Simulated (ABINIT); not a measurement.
## Ni in ABINIT: the effect of functional

Ni:

```xyz
2
Lattice="2.4480 0.0000 0.0000 -1.2240 2.1201 0.0000 0.0000 0.0000 4.0728" Properties=species:S:1:pos:R:3 pbc="T T T"
Ni    1.2240    0.7067    3.0546
Ni    0.0000    1.4134    1.0182
```

This isn't the form of Ni at room conditions, which is fcc.

Alike in all runs:

* Program: ABINIT 10.8.3 (patched build)
* Task: single point
* Potentials or basis: JTH PAW PBE v2.0
* Cutoff: 1333 eV
* k mesh: 8 × 8 × 5
* Occupations: fermi-dirac, width 0.05 eV
* Spin: collinear spin, ferromagnetic start
* Starting moments: [1.0, 1.0] μB

```tsv
functional	pressure (GPa)
revPBE	12.0
PW91	7.6
WC	-1.3
LDA	?
PBEsol	-2.4
RPBE	13.5
BLYP	18.0
AM05	-3.2
```

Question: What does the run with functional LDA give?

Answer: Pressure -10.0 GPa.

Caveats: all runs use coarse meshes; the PAW data sets were made with another functional, which shifts forces and pressure a little.

Runs at the PBE level aren't shown here.
